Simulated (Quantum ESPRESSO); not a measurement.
AlAu:

```
CELL_PARAMETERS angstrom
3.22394 0.00000 0.00000
0.00000 3.22394 0.00000
0.00000 0.00000 3.22394
ATOMIC_POSITIONS crystal
Au 0.50000 0.50000 0.50000
Al 0.00000 0.00000 0.00000
```

The cell comes from a database or a generator and needn't be the stable form of this composition.

| Property | Result |
| --- | --- |
| Program | Quantum ESPRESSO 7.5 |
| Task | Hubbard U by linear response |
| Functional | PBEsol |
| Potentials or basis | GBRV 1.5 PBEsol |
| Cutoff | 612 eV |
| Density cutoff | 4898 eV |
| k mesh | 6 × 6 × 6 |
| Occupations | cold, width 0.2 eV |
| Spin | no spin polarisation |
| Hubbard terms | Au d U = 8.0 eV |
| Start of the occupations | default |
| Hubbard projectors | ortho-atomic |
| Mixing beta | 0.3 |
| Most SCF iterations | 120 |
| SCF threshold | 4e-10 Ry |
| q mesh | 3 × 3 × 3 |

**Question.** What Hubbard parameters does linear response give?

**Answer.** U = 11.25 eV on Au 5d. The values belong to these projectors, potentials and this ground state, and don't carry over to other codes. A full shell responds little, which gives very large values.

Hubbard U from linear response:
| site | manifold | U (eV) |
| --- | --- | --- |
| 1 | Au-5d | 11.25 |
On the first site the bare response is -0.050 and the screened one -0.032 eV⁻¹.

Eigenvalues of the final occupation matrices:
| site | spin | trace | eigenvalues |
| --- | --- | --- | --- |
| Au 1 5d | each | 4.85 | 0.96 0.96 0.96 0.99 0.99 |

Caveat: the k mesh is coarse; U without spin polarisation on a metal has little footing; the U is typed as a test and isn't derived for this compound.
